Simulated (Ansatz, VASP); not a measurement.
# InP in two plane-wave programs, part 3 of 3

Aim: how closely do two programs agree when they are given the same cell, functional and k mesh? The cell is taken from a series of VASP runs on this material, whose earlier steps may have relaxed, scaled or displaced it; both programs get it as it stands.

VASP 6.6.1 and Ansatz 0.2.0.

So far: Set-up; VASP: elastic constants, PBE with D3(BJ); Ansatz: elastic constants, PBE with D3(BJ); Comparison; Ansatz: band structure, HSE06.

### Step 6. VASP: band structure, HSE06

Level of this step: HSE06; plane waves and PAW (In_d, P) (VASP).

The same cell, functional, mesh and smearing now go to VASP, with its own data sets and cutoff.

The run reads the wave functions of an earlier VASP run, which isn't shown here.

The input, INCAR:

```
SYSTEM = InP
PREC = Accurate
ENCUT = 400
EDIFF = 1E-06
NELM = 100
ISMEAR = 0
SIGMA = 0.05
LREAL = .FALSE.
ALGO = Normal
LHFCALC = .TRUE.
AEXX = 0.25
GGA = PE
HFSCREEN = 0.2
LASPH = .TRUE.
NBANDS = 15
PRECFOCK = Fast
LORBIT = 11
LWAVE = .FALSE.
LCHARG = .FALSE.
KPAR = 2
```

The input, POSCAR:

```
InP
1.0
    0.0000000000      2.9457387471      2.9457387471
    2.9457387471      0.0000000000      2.9457387471
    2.9457387471      2.9457387471      0.0000000000
In P
1 1
Direct
    0.0000000000      0.0000000000      0.0000000000
    0.2500000000      0.2500000000      0.2500000000
```

The input, KPOINTS:

```
Automatic mesh
0
Gamma
4 4 4
0 0 0
```

The input, KPOINTS_OPT:

```
Line mode
6
Line-mode
Reciprocal
  0.00000000   0.00000000   0.00000000 GAMMA
  0.50000000   0.00000000   0.50000000 X

  0.50000000   0.00000000   0.50000000 X
  0.50000000   0.25000000   0.75000000 W

  0.50000000   0.25000000   0.75000000 W
  0.37500000   0.37500000   0.75000000 K

  0.37500000   0.37500000   0.75000000 K
  0.00000000   0.00000000   0.00000000 GAMMA

  0.00000000   0.00000000   0.00000000 GAMMA
  0.50000000   0.50000000   0.50000000 L

  0.50000000   0.50000000   0.50000000 L
  0.62500000   0.25000000   0.62500000 U

  0.62500000   0.25000000   0.62500000 U
  0.50000000   0.25000000   0.75000000 W

  0.50000000   0.25000000   0.75000000 W
  0.50000000   0.50000000   0.50000000 L

  0.50000000   0.50000000   0.50000000 L
  0.37500000   0.37500000   0.75000000 K

  0.62500000   0.25000000   0.62500000 U
  0.50000000   0.00000000   0.50000000 X
```

The projector-augmented-wave data sets are In_d and P (PBE family, release 64).

Run with:

```console
$ mpirun -np 2 vasp_std
```

Numbers of over 12 decimals in the logs are rounded to 6 here.

The program printed:

```text
[banner, memory and clock lines left out]
running    2 mpi-ranks, on    1 nodes
[...]
LDA part: xc-table for (Slater+PW92), standard interpolation
 found WAVECAR, reading the header
 POSCAR, INCAR and KPOINTS ok, starting setup
[...]
reading WAVECAR
 the WAVECAR file was read successfully
 initial charge from wavefunction
 entering main loop
       N       E                     dE             d eps       ncg     rms          rms(c)
DAV:   1    -0.992458172462E+01   -0.99246E+01   -0.36605E-01   312   0.824E+00    0.351E+00
DAV:   2    -0.993073636257E+01   -0.61546E-02   -0.36880E-02   315   0.165E+00    0.374E+00
DAV:   3    -0.993036064660E+01    0.37572E-03   -0.14273E-03   333   0.562E-01    0.249E+00
DAV:   4    -0.993019987585E+01    0.16077E-03   -0.19795E-04   365   0.187E-01    0.158E+00
DAV:   5    -0.993015355179E+01    0.46324E-04   -0.38338E-05   311   0.722E-02    0.957E-01
DAV:   6    -0.993013966847E+01    0.13883E-04   -0.10488E-05   319   0.358E-02    0.581E-01
[...]
DAV:   8    -0.993013360192E+01    0.21839E-05   -0.66020E-07   134   0.937E-03    0.211E-01
DAV:   9    -0.993013394876E+01   -0.34684E-06   -0.43143E-07   120   0.662E-03
   1 F= -.99301339E+01 E0= -.99301339E+01  d E =-.276068E-13
 Start KPOINTS_OPT (optional k-point list driver)
k-point batch [1-8\60]
       N       E                     dE             ncg
DAV:   1     0.154404745718E+03   -0.25177E+04      263
DAV:   2    -0.822390544132E+03   -0.97680E+03      268
DAV:   3    -0.894886679735E+03   -0.72496E+02      289
DAV:   4    -0.897374582494E+03   -0.24879E+01      310
DAV:   5    -0.897468202177E+03   -0.93620E-01      401
DAV:   6    -0.897470411511E+03   -0.22093E-02      360
DAV:   7    -0.897470453749E+03   -0.42238E-04      387
DAV:   8    -0.897470454333E+03   -0.58398E-06      289
[...]
k-point batch [57-60\60]
       N       E                     dE             ncg
DAV:   1     0.229550018690E+04   -0.20554E+04      120
DAV:   2     0.179280151642E+04   -0.50270E+03      120
DAV:   3     0.175766344225E+04   -0.35138E+02      148
DAV:   4     0.175664599511E+04   -0.10174E+01      176
DAV:   5     0.175660186314E+04   -0.44132E-01      208
DAV:   6     0.175660123691E+04   -0.62623E-03      176
DAV:   7     0.175660121685E+04   -0.20062E-04      208
DAV:   8     0.175660121664E+04   -0.20559E-06      144
```

OUTCAR, selected parts (step 6):

```text
 POSITION                                       TOTAL-FORCE (eV/Angst)
 -----------------------------------------------------------------------------------
      0.00000      0.00000      0.00000        -0.000000     -0.000000     -0.000000
      1.47287      1.47287      1.47287         0.000000      0.000000      0.000000
 -----------------------------------------------------------------------------------
    total drift:                                0.000099      0.000101      0.000066

  FREE ENERGIE OF THE ION-ELECTRON SYSTEM (eV)
  ---------------------------------------------------
  free  energy   TOTEN  =        -9.9301339488 eV

  energy  without entropy=       -9.9301339488  energy(sigma->0) =       -9.93013395

[... 3 further parts left out ...]
[key lines of the parts left out:]
E-fermi :   4.8551
```

The k-mesh is coarse for exact exchange; levels may shift by about 0.1 eV on a finer one. Spin-orbit coupling is off here; with elements this heavy it splits and shifts levels by tenths of an eV or more.

### Step 7. Side by side

What differs besides the data sets and the points named for the pairs above, as far as they apply: exact exchange at q = 0 is treated differently, which shows on coarse meshes; VASP keeps PBE cores, Ansatz makes them for the functional; the cutoff is 420 eV in Ansatz and 400 eV in VASP; VASP takes a coarser grid for exact exchange (PRECFOCK = Fast). Total energies have different zeros and are not compared.

The two programs side by side:

```
                     quantity  Ansatz   VASP  difference
gap over the path points (eV)   1.460  1.457      +0.003
```

Levels at points of the path, from each program's valence-band top (eV; 3 filled, then empty):

```csv
k (reciprocal lattice),Ansatz,VASP
0.000 0.000 0.000,0.00 0.00 0.00 1.46 4.93 4.93,0.00 0.00 0.00 1.46 4.93 4.93
0.500 0.000 0.500,-6.17 -2.49 -2.49 2.42 3.02 10.35,-6.17 -2.48 -2.48 2.41 3.02 10.36
0.500 0.200 0.700,-6.01 -3.09 -3.03 4.54 4.95 7.08,-6.01 -3.09 -3.02 4.54 4.95 7.09
0.400 0.350 0.750,-6.00 -3.50 -2.16 3.23 5.28 8.17,-6.00 -3.50 -2.16 3.23 5.29 8.18
0.150 0.150 0.300,-3.24 -1.51 -0.37 3.38 5.12 5.57,-3.24 -1.50 -0.37 3.37 5.12 5.58
0.200 0.200 0.200,-2.82 -0.43 -0.43 2.60 5.53 5.53,-2.82 -0.43 -0.43 2.60 5.53 5.53
0.550 0.400 0.550,-6.04 -2.22 -1.34 3.29 5.25 6.36,-6.04 -2.22 -1.33 3.29 5.25 6.36
0.600 0.250 0.650,-6.00 -3.50 -2.16 3.23 5.28 8.17,-6.00 -3.50 -2.16 3.23 5.29 8.18
0.500 0.250 0.750,-6.00 -3.15 -3.08 5.06 5.36 6.48,-6.00 -3.15 -3.07 5.06 5.36 6.48
0.500 0.500 0.500,-6.16 -1.04 -1.04 2.25 5.67 5.67,-6.16 -1.04 -1.04 2.25 5.67 5.67
```

Among the levels compared at these points, filled levels agree within 2 meV and empty ones within 12 meV.

### Step 8. Results

| Property | Result |
| --- | --- |
| difference in C12 (elastic constants, PBE with D3(BJ)) | 0.44 % |
| difference in gap over the path points (band structure, HSE06) | 0.0029 eV |

The difference in C12 is 0.44 % (elastic constants, PBE with D3(BJ)), within the 5 % picked in this series as the mark of a large difference. Such differences can come from data sets, numerical settings and the points named under the comparisons, not from the functional's error against experiment.

[Lines on the potential files, build, host, timing and source positions are cut from VASP's logs without a mark.]

[Logs are printed without paths, hosts, clocks, repeated set-up lines and the standing remarks that a program may print on its own settings, such as how far it seeks lower states.]

[Hosts, paths, dates, database ids (printed as entryN), source tags and the programs' standing remarks are cut or masked in the printed files.]
